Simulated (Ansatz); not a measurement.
# A defect in a wire: armchair graphene nanoribbon (N = 10, H edges), Ni in place of one C

Aim: how much does this defect scatter, and at which energies?

Method: DFT PBE, plane waves, PAW; relaxation of a wire's period, in the first sound run; inputs show where later runs differ, in Ansatz 0.2.0.

## (1) Starting point

The cell holds 24 atoms: 20 C and 4 H. Its edges and angles: a = 19.921 Å, b = 7.000 Å, c = 4.260 Å, α = 90.0°, β = 90.0°, γ = 90.0°. Vacuum lies along a and b. The structure's axis is c.

## (2) The relaxed wire

Band widths follow the bond lengths, so the wire is relaxed first. The atoms and the third cell vector are free; the box across stays fixed as vacuum. A Fermi-Dirac smearing is set since the result may be a metal. The pressure printed is a third of the stress's trace over the whole box, vacuum included; only the stress along the axis is relaxed.

input.yaml reads:

```yaml
crystal:
  lattice:
    - [19.921, 0.0, 0.0]
    - [0.0, 7.0, 0.0]
    - [0.0, 0.0, 4.26]
  atoms:
    - { symbol: C, position: [0.222210089, 0.5, 0.0] }
    - { symbol: C, position: [0.345673376, 0.5, 0.0] }
    - { symbol: C, position: [0.469136664, 0.5, 0.0] }
    - { symbol: C, position: [0.592599951, 0.5, 0.0] }
    - { symbol: C, position: [0.716063238, 0.5, 0.0] }
    - { symbol: C, position: [0.222210089, 0.5, 0.333333333] }
    - { symbol: C, position: [0.345673376, 0.5, 0.333333333] }
    - { symbol: C, position: [0.469136664, 0.5, 0.333333333] }
    - { symbol: C, position: [0.592599951, 0.5, 0.333333333] }
    - { symbol: C, position: [0.716063238, 0.5, 0.333333333] }
    - { symbol: H, position: [0.82431098, 0.5, 0.374413146] }
    - { symbol: H, position: [0.175693991, 0.5, 0.458920188] }
    - { symbol: C, position: [0.283941733, 0.5, 0.5] }
    - { symbol: C, position: [0.40740502, 0.5, 0.5] }
    - { symbol: C, position: [0.530868307, 0.5, 0.5] }
    - { symbol: C, position: [0.654331595, 0.5, 0.5] }
    - { symbol: C, position: [0.777794882, 0.5, 0.5] }
    - { symbol: C, position: [0.283941733, 0.5, 0.833333333] }
    - { symbol: C, position: [0.40740502, 0.5, 0.833333333] }
    - { symbol: C, position: [0.530868307, 0.5, 0.833333333] }
    - { symbol: C, position: [0.654331595, 0.5, 0.833333333] }
    - { symbol: C, position: [0.777794882, 0.5, 0.833333333] }
    - { symbol: H, position: [0.175693991, 0.5, 0.874413146] }
    - { symbol: H, position: [0.82431098, 0.5, 0.958920188] }
kpoints:
  mp_grid: { grid: [1, 1, 19] }
scf:
  occupations: { method: fermi_dirac, width: 0.05 }
hamiltonian:
  xc: pbe
relax:
  cell: { fix: [a, b, alpha, beta, gamma] }
  max_steps: 60
```

Run with:

```
ansatz run input.yaml --threads 16 --pin off --max-ram 61440MiB --backend cuda --events-out ev --progress --plain --runs-dir out --max-vram 78GiB
```

Numbers of over 12 decimals in the logs are rounded to 6 here.

What it wrote:

```text
Engine: ansatz 0.2.0, aarch64-unknown-linux-gnu
Pseudopotentials: kind: paw
Pseudopotential: C, paw, valence charge 4, recommended cutoff 420 eV (normal), C.paw.azcp
Pseudopotential: H, paw, valence charge 1, recommended cutoff 420 eV (normal), H.paw.azcp
Functional definition: PBE
  parameter kappa = 0.804
  parameter beta = 0.066725
  exchange = pbe_x(kappa = kappa, mu = beta*pi^2/3)
  correlation = pbe_c(beta = beta)
device memory: the entry about to start is reckoned to put 12.8 GiB on a device that reports 173.0 GiB free (of which the cap on the GPU budget leaves the run 78.0 GiB)
GPU FFT provider: cuFFT
GPU libraries: cuBLAS 13.8.1, cuFFT 12.4.0, cuSOLVER 12.3.2
GPU matrix products: emulated (plane waves: as basis.precision tells), large ones in fixed point in workspaces of 1.00 GiB
Crystal: 24 atoms, lattice volume = 594.044 Å³
Basis set: ecut = 420 eV, 11599 PW (Γ), exchange–correlation on 270×96×60 points (8 copies of the dense FFT grid, shifted against one another)
Bands: 66, of which v1, the nominal top of the filled ones, is band 42 counted from 1 (41 counted from 0)
Symmetry: 8 space group operations
Space group: Pmma (ITA 51), of the structure as read, at distance tolerance 8.4e-5 Å
k-points: 10 of 19
Non-local potential: C, projectors of the file, l = 0: 2, l = 1: 2, l = 2: 1
Non-local potential: H, projectors of the file, l = 0: 2, l = 1: 1
PAW form: soft (Blöchl's): semilocal exchange-correlation on the pseudo side does not see the compensation charge
PAW one-centre angular grid: C, 110 points (default); XC on 64 Gauss nodes
PAW one-centre angular grid: H, 110 points (default); XC on 64 Gauss nodes
Initial density: superposition of atomic densities (neutral atoms: chi_scale 0, normalization atom), corrected by the library's trained network
Initial wavefunctions: pseudopotential atomic-orbital guess
GPU buffer pool allocated for 194400 grid points (all kernels)
GPU transforms: local potential and band sums: pruned to the plane-wave sphere, on 135×45×30
Functional: x = pbe(κ = 0.804, μ = 0.219515), c = pbe(β = 0.066725)
SCF iter   1: F=—  HF=-5081.865494 eV  |F-HF|=—  |Δ(HF+E_count)|=         —  Δρ=2.54e-3  dr2=1.33e-1  ethr=1.77e-3  ⟨swp⟩=10.4  Hψ=4047  notcnv=0  defer=113
preconditioner: auto → Resta (q_TF=auto, 1.969 Å⁻¹)  ε∞=2.0  [insulator: Δε(μ)=1.070 eV  Ē_g=14.287 eV  σ=0.050 eV  W_gap=1.00  n_scr=90 (ndim 8)  ℏωp=14.0 eV  f_vac=0.606  D(μ)=0.00/eV (n_scr^D=0)  ε∞_Penn≈2.0  vacuum switching on, ρ_ref=1.5e-2 e/Å³]
SCF iter   2: F=—  HF=-5081.845460 eV  |F-HF|=—  |Δ(HF+E_count)|=   2.00e-2  Δρ=2.05e-3  dr2=6.22e-2  ethr=1.58e-4  ⟨swp⟩=2.3  Hψ=1057  notcnv=0  defer=157
SCF iter   3: F=—  HF=-5081.836309 eV  |F-HF|=—  |Δ(HF+E_count)|=   9.15e-3  Δρ=9.77e-4  dr2=8.71e-3  ethr=7.41e-5  ⟨swp⟩=2.0  Hψ=801  notcnv=0  defer=157
SCF iter   4: F=—  HF=-5081.835857 eV  |F-HF|=—  |Δ(HF+E_count)|=   4.51e-4  Δρ=3.85e-4  dr2=1.10e-3  ethr=1.04e-5  ⟨swp⟩=2.1  Hψ=898  notcnv=0  defer=157
SCF iter   5: F=—  HF=-5081.836723 eV  |F-HF|=—  |Δ(HF+E_count)|=   8.66e-4  Δρ=1.12e-4  dr2=5.79e-5  ethr=1.31e-6  ⟨swp⟩=2.7  Hψ=916  notcnv=0  defer=157
SCF iter   6: F=—  HF=-5081.837017 eV  |F-HF|=—  |Δ(HF+E_count)|=   2.94e-4  Δρ=3.57e-5  dr2=6.26e-6  ethr=6.89e-8  ⟨swp⟩=2.4  Hψ=1107  notcnv=0  defer=157
SCF iter   7: F=—  HF=-5081.837019 eV  |F-HF|=—  |Δ(HF+E_count)|=   2.03e-6  Δρ=9.10e-6  dr2=6.08e-7  ethr=7.45e-9  ⟨swp⟩=2.3  Hψ=850  notcnv=0  defer=157
SCF iter   8: F=-5081.837019 eV  HF=-5081.837019 eV  |F-HF|=1.75e-7  |Δ(HF+E_count)|=   9.19e-9  Δρ=3.23e-6  dr2=3.79e-8  ethr=1.19e-10  ⟨swp⟩=5.0  Hψ=2185  notcnv=0
SCF 1 converged in 8 iterations: F = -5081.837019 eV  dr2 = 3.79e-8
  greatest PAW one-centre occupation: 0.674 electrons in one spin orbital (limit 2), on the C atom at site 20 (counted from 0), in its partial waves of l = 0
relax step   1: F+E_penalty+E_count = -5081.83701938 eV  Δ(F+E_penalty+E_count) = +0.000e0 eV  max|allowed force component| = 2.416e0 eV/Å  Δτ_max = 0.0000 Å  P = +0.598 GPa  Ω = 594.044 Å³  fix = [a, b, alpha, beta, gamma]  reactions: a +0.673, b +0.109 GPa  (8 SCF iters, dr2 threshold 1.00e-7 eV, accepted)
device memory: the entry about to start is reckoned to put 12.7 GiB (of the 12.8 GiB reckoned in all, the device holds 0.1 GiB already) on a device that reports 172.8 GiB free (of which the cap on the GPU budget leaves the run 77.9 GiB)
GPU FFT provider: cuFFT
GPU libraries: cuBLAS 13.8.1, cuFFT 12.4.0, cuSOLVER 12.3.2
GPU matrix products: emulated (plane waves: as basis.precision tells), large ones in fixed point in workspaces of 1.00 GiB
Crystal: 24 atoms, lattice volume = 597.691 Å³
Basis set: ecut = 420 eV, 11719 PW (Γ), exchange–correlation on 270×96×60 points (8 copies of the dense FFT grid, shifted against one another)
Initial density: handed on by an earlier stage of this run
Initial wavefunctions: those handed on with the density
GPU buffer pool allocated for 194400 grid points (all kernels)
GPU transforms: local potential and band sums: pruned to the plane-wave sphere, on 135×45×30
iter 1 solved again at ethr=9.57e-5 eV; its pass at ethr=3.10e-3 eV (dr2=8.04e-2 eV) is discarded
SCF iter   1: F=—  HF=-5082.056793 eV  |F-HF|=—  |Δ(HF+E_count)|=         —  Δρ=4.22e-3  dr2=8.35e-2  ethr=9.57e-5  ⟨swp⟩=5.7  Hψ=2838  notcnv=0
preconditioner: auto → Resta (q_TF=auto, 1.967 Å⁻¹)  ε∞=2.0  [insulator: Δε(μ)=1.094 eV  Ē_g=13.987 eV  σ=0.050 eV  W_gap=1.00  n_scr=90 (ndim 8)  ℏωp=13.9 eV  f_vac=0.609  D(μ)=0.00/eV (n_scr^D=0)  ε∞_Penn≈2.0  vacuum switching on, ρ_ref=1.4e-2 e/Å³]
SCF iter   2: F=—  HF=-5082.037963 eV  |F-HF|=—  |Δ(HF+E_count)|=   1.88e-2  Δρ=1.78e-3  dr2=1.70e-2  ethr=9.57e-5  ⟨swp⟩=3.1  Hψ=1200  notcnv=0
SCF iter   3: F=—  HF=-5082.036646 eV  |F-HF|=—  |Δ(HF+E_count)|=   1.32e-3  Δρ=8.94e-4  dr2=8.03e-3  ethr=2.02e-5  ⟨swp⟩=2.9  Hψ=1112  notcnv=0  defer=2
SCF iter   4: F=—  HF=-5082.035753 eV  |F-HF|=—  |Δ(HF+E_count)|=   8.93e-4  Δρ=3.18e-4  dr2=5.58e-4  ethr=9.56e-6  ⟨swp⟩=2.0  Hψ=832  notcnv=0  defer=2
SCF iter   5: F=—  HF=-5082.036082 eV  |F-HF|=—  |Δ(HF+E_count)|=   3.29e-4  Δρ=1.04e-4  dr2=3.78e-5  ethr=6.64e-7  ⟨swp⟩=2.0  Hψ=851  notcnv=0  defer=2
SCF iter   6: F=—  HF=-5082.036094 eV  |F-HF|=—  |Δ(HF+E_count)|=   1.15e-5  Δρ=2.34e-5  dr2=2.56e-6  ethr=4.50e-8  ⟨swp⟩=2.3  Hψ=971  notcnv=0  defer=2
SCF iter   7: F=-5082.036095 eV  HF=-5082.036095 eV  |F-HF|=1.35e-7  |Δ(HF+E_count)|=   1.11e-6  Δρ=6.57e-6  dr2=3.42e-7  ethr=2.86e-9  ⟨swp⟩=4.0  Hψ=1904  notcnv=0
SCF 2 converged in 7 iterations: F = -5082.036095 eV  dr2 = 3.42e-7
[...]
device memory: the entry about to start is reckoned to put 12.8 GiB on a device that reports 172.7 GiB free (of which the cap on the GPU budget leaves the run 78.0 GiB)
GPU FFT provider: cuFFT
GPU libraries: cuBLAS 13.8.1, cuFFT 12.4.0, cuSOLVER 12.3.2
GPU matrix products: emulated (plane waves: as basis.precision tells), large ones in fixed point in workspaces of 1.00 GiB
Initial wavefunctions: pseudopotential atomic-orbital guess (no wavefunctions were taken with the density)
GPU buffer pool allocated for 194400 grid points (all kernels)
GPU transforms: local potential and band sums: pruned to the plane-wave sphere, on 135×45×30
iter 1 solved again at ethr=3.85e-7 eV; its pass at ethr=3.10e-3 eV (dr2=3.24e-4 eV) is discarded
SCF iter   1: F=—  HF=-5082.056966 eV  |F-HF|=—  |Δ(HF+E_count)|=         —  Δρ=4.42e-5  dr2=7.95e-7  ethr=3.85e-7  ⟨swp⟩=15.9  Hψ=8690  notcnv=0  defer=4
preconditioner: auto → Resta (q_TF=auto, 1.967 Å⁻¹)  ε∞=2.0  [insulator: Δε(μ)=1.122 eV  Ē_g=13.999 eV  σ=0.050 eV  W_gap=1.00  n_scr=90 (ndim 8)  ℏωp=13.9 eV  f_vac=0.608  D(μ)=0.00/eV (n_scr^D=0)  ε∞_Penn≈2.0  vacuum switching on, ρ_ref=1.4e-2 e/Å³]
SCF iter   2: F=—  HF=-5082.057734 eV  |F-HF|=—  |Δ(HF+E_count)|=   7.68e-4  Δρ=2.23e-5  dr2=1.97e-7  ethr=9.47e-10  ⟨swp⟩=3.0  Hψ=1319  notcnv=0  defer=4
SCF iter   3: F=—  HF=-5082.058002 eV  |F-HF|=—  |Δ(HF+E_count)|=   2.69e-4  Δρ=2.44e-6  dr2=2.19e-8  ethr=2.35e-10  ⟨swp⟩=2.4  Hψ=938  notcnv=0  defer=4
SCF iter   4: F=—  HF=-5082.058006 eV  |F-HF|=—  |Δ(HF+E_count)|=   3.98e-6  Δρ=6.60e-7  dr2=7.19e-9  ethr=2.61e-11  ⟨swp⟩=2.2  Hψ=820  notcnv=0  defer=4
SCF iter   5: F=—  HF=-5082.058007 eV  |F-HF|=—  |Δ(HF+E_count)|=   3.09e-8  Δρ=4.21e-7  dr2=8.78e-10  ethr=8.56e-12  ⟨swp⟩=2.0  Hψ=711  notcnv=0  defer=4
SCF iter   6: F=-5082.058007 eV  HF=-5082.058007 eV  |F-HF|=3.73e-11  |Δ(HF+E_count)|=   5.11e-9  Δρ=1.10e-7  dr2=1.06e-10  ethr=1.00e-12  ⟨swp⟩=23.9  Hψ=4526  notcnv=0
SCF 7 converged in 6 iterations: F = -5082.058007 eV  dr2 = 1.06e-10
relax step   7: F+E_penalty+E_count = -5082.05800651 eV  Δ(F+E_penalty+E_count) = -4.623e-3 eV  max|allowed force component| = 8.562e-4 eV/Å  Δτ_max = 0.0000 Å  P = +0.045 GPa  Ω = 598.393 Å³  fix = [a, b, alpha, beta, gamma]  reactions: a -0.001, b +0.122 GPa  stress off target by 1.26e-2 GPa on what of the cell is left free  SCF on the basis re-selected at this cell (its energy is not comparable with the rows above)  (6 SCF iters)
basis re-selected at this cell: Δ(F+E_penalty+E_count) = -4.623e-3 eV, ΔP = +0.010 GPa vs the last step (what re-selecting the basis moved, of the pressure what is left beyond the Pulay correction that the steps carried, after the strain that the cell walked since its last selection, with what the two solves' SCF thresholds leave and, on support functions, any second-order correction that the steps lacked; it is no m [...]
SCF converged after 6 iterations
Free energy (F): -5082.058007 eV
Harris-Foulkes:  -5082.058007 eV  (|F-HF|=3.73e-11)
Internal energy: -5082.058004 eV  (E = F + TS)
E sigma→0 (E₀):  -5082.058005 eV
Entropy (-TS):   -0.000002 eV (-0.000 meV/atom)
Fermi energy:    -0.553828 eV
--- Per-component energies (eV) ---
  E_band       = -797.557886
  E_kinetic    = 1868.679537
  E_local      = -17641.281981  (includes V_loc(G=0)·N_el)
  E_nonlocal   = 552.977299
  E_hartree    = 7896.442554
  E_xc         = -994.087312
  E_vxc        = -1232.131291  (∫ρ·V_xc dr)
  E_paw        = -1989.000005  (= ΣΔE_a)
  E_vpaw       = -138.681303  (= ΣTr[D̂ρ^β])
  E_aug_tail   = -0.005404  (compensation charges beyond the density's cutoff)
  E_ewald      = 5224.217307
  E_smearing   = -0.000002  (= −TS)
  E_closure    = 0.000000  (closes the sum)
  Σ components = -5082.058007   (vs F -5082.058007, Δ=0.00e0)
--- Forces (eV/Å), atoms counted from 1 ---
  atom   1  C     -0.00022186    -0.00000000    -0.00071997
  atom   2  C      0.00060916    -0.00000000    -0.00085620
  atom   3  C      0.00007033    -0.00000000    -0.00042421
  atom   4  C     -0.00003741    -0.00000000    -0.00042199
  atom   5  C      0.00023285    -0.00000000    -0.00013313
  atom   6  C     -0.00022186     0.00000000     0.00071997
  atom   7  C      0.00060916     0.00000000     0.00085620
  atom   8  C      0.00007033     0.00000000     0.00042421
  atom   9  C     -0.00003741     0.00000000     0.00042199
  atom  10  C      0.00023285     0.00000000     0.00013313
  atom  11  H     -0.00021968     0.00000000     0.00002471
  atom  12  H      0.00021968    -0.00000000    -0.00002471
  atom  13  C     -0.00023285    -0.00000000    -0.00013313
  atom  14  C      0.00003741    -0.00000000    -0.00042199
  atom  15  C     -0.00007033    -0.00000000    -0.00042421
  atom  16  C     -0.00060916    -0.00000000    -0.00085620
  atom  17  C      0.00022186    -0.00000000    -0.00071997
  atom  18  C     -0.00023285     0.00000000     0.00013313
  atom  19  C      0.00003741     0.00000000     0.00042199
  atom  20  C     -0.00007033     0.00000000     0.00042421
  atom  21  C     -0.00060916     0.00000000     0.00085620
  atom  22  C      0.00022186     0.00000000     0.00071997
  atom  23  H      0.00021968     0.00000000     0.00002471
  atom  24  H     -0.00021968    -0.00000000    -0.00002471
  max |Σ_I F_I| component: 5.39e-19 eV/Å
--- Stress (GPa, compression-positive) ---
       -0.001122       0.000000      -0.000000
        0.000000       0.122410       0.000000
       -0.000000       0.000000       0.012642
  P = ⅓ Tr σ = 0.0446 GPa (0.446 kbar)
--- Band table (eV; the first three rows and the last of 10) ---
  k-point 0: bands = [... 38 lower, -2.5777, -2.1651, -1.2770, -1.1126, 0.0099, 0.1250, 0.8161, 1.0826, ... 20 higher]
  k-point 1: bands = [... 38 lower, -2.5789, -2.2830, -1.4477, -1.2161, 0.1019, 0.2983, 0.9493, 1.2115, ... 20 higher]
  k-point 2: bands = [... 38 lower, -2.5865, -2.5845, -1.8215, -1.4637, 0.3158, 0.6796, 1.2975, 1.4684, ... 20 higher]
  k-point 9: bands = [... 38 lower, -4.1017, -3.8223, -3.1711, -3.0327, 1.3543, 1.5129, 2.4367, 2.7792, ... 20 higher]
--- Relaxed structure (6 steps of the walk, 5 accepted, 1 SCFs on fresh bases) ---
  F+E_penalty+E_count = -5082.05800651 eV   max|allowed force component| = 8.562e-4 eV/Å   (the final SCF, on the basis selected at the relaxed cell)
  cell:  # Å, volume = 598.3930 Å³
    - [19.921, 0, 0]
    - [0, 7.0, 0]
    - [0, 0, 4.291186]
  atoms:
    - { symbol: C, position: [0.222885, 0.5, 0.00706596] }
    - { symbol: C, position: [0.345131, 0.5, -0.000175271] }
    - { symbol: C, position: [0.469142, 0.5, -0.000165718] }
    - { symbol: C, position: [0.592747, 0.5, 0.000926775] }
    - { symbol: C, position: [0.716606, 0.5, -0.000987783] }
    - { symbol: C, position: [0.222885, 0.5, 0.326267] }
    - { symbol: C, position: [0.345131, 0.5, 0.333509] }
    - { symbol: C, position: [0.469142, 0.5, 0.333499] }
    - { symbol: C, position: [0.592747, 0.5, 0.332407] }
    - { symbol: C, position: [0.716606, 0.5, 0.334321] }
    - { symbol: H, position: [0.825191, 0.5, 0.387040] }
    - { symbol: H, position: [0.174809, 0.5, 0.446293] }
    - { symbol: C, position: [0.283394, 0.5, 0.499012] }
    - { symbol: C, position: [0.407253, 0.5, 0.500927] }
    - { symbol: C, position: [0.530858, 0.5, 0.499834] }
    - { symbol: C, position: [0.654869, 0.5, 0.499825] }
    - { symbol: C, position: [0.777115, 0.5, 0.507066] }
    - { symbol: C, position: [0.283394, 0.5, 0.834321] }
    - { symbol: C, position: [0.407253, 0.5, 0.832407] }
    - { symbol: C, position: [0.530858, 0.5, 0.833499] }
    - { symbol: C, position: [0.654869, 0.5, 0.833509] }
    - { symbol: C, position: [0.777115, 0.5, 0.826267] }
    - { symbol: H, position: [0.174809, 0.5, 0.887040] }
    - { symbol: H, position: [0.825191, 0.5, 0.946293] }
```

Elapsed: 4.4 s, on 1 × NVIDIA GB200 with 16 threads of Arm Neoverse V2, shared host; peak memory 1.2 GiB; 22 s of CPU time.

Relaxation path:

```tsv
step	energy less that of the first step (eV)	largest force component (eV/Å)	pressure (GPa)	volume (Å³)
1	0.0000	2.4160	0.60	594.04
2	-0.1991	0.7421	0.18	597.69
3	-0.2162	0.0601	0.07	598.28
4	-0.2163	0.0106	0.03	598.42
5	-0.2163	0.0134	0.04	598.39
6	-0.2164	0.0006	0.03	598.39
7*	-0.2210	0.0009	0.04	598.39
```

Relaxation steps marked * repeat the geometry before them on a plane-wave basis chosen anew for their cell, so energy and pressure can jump there. Relaxation step 5 was tried and not accepted.

The run keeps the 8 symmetry operations that it works with, so distortions that break them were not tested.

```tsv
cell as run	before	after	change
c (Å)	4.260	4.291	+0.7 %
```

The atoms that moved most (Å, along periodic axes as changes of fractional coordinates times the final cell, across vacuum about the mean position):

```tsv
atom	dx	dy	dz	length
H12	-0.018	0.000	-0.054	0.057
H24	0.018	0.000	-0.054	0.057
H23	-0.018	0.000	0.054	0.057
H11	0.018	0.000	0.054	0.057
C17	-0.013	0.000	0.030	0.033
C1	0.013	0.000	0.030	0.033
C22	-0.013	0.000	-0.030	0.033
C6	0.013	0.000	-0.030	0.033
```

This step gave:

* cell length along the wire: 4.291 Å

The cell's length comes to 4.291 Å with spin left out.

(Continued in part 2 of 4.)

[Logs are printed without paths, hosts, clocks, repeated set-up lines and the standing remarks that a program may print on its own settings, such as how far it seeks lower states.]

[Hosts, paths, dates, database ids (printed as entryN), source tags and the programs' standing remarks are cut or masked in the printed files.]
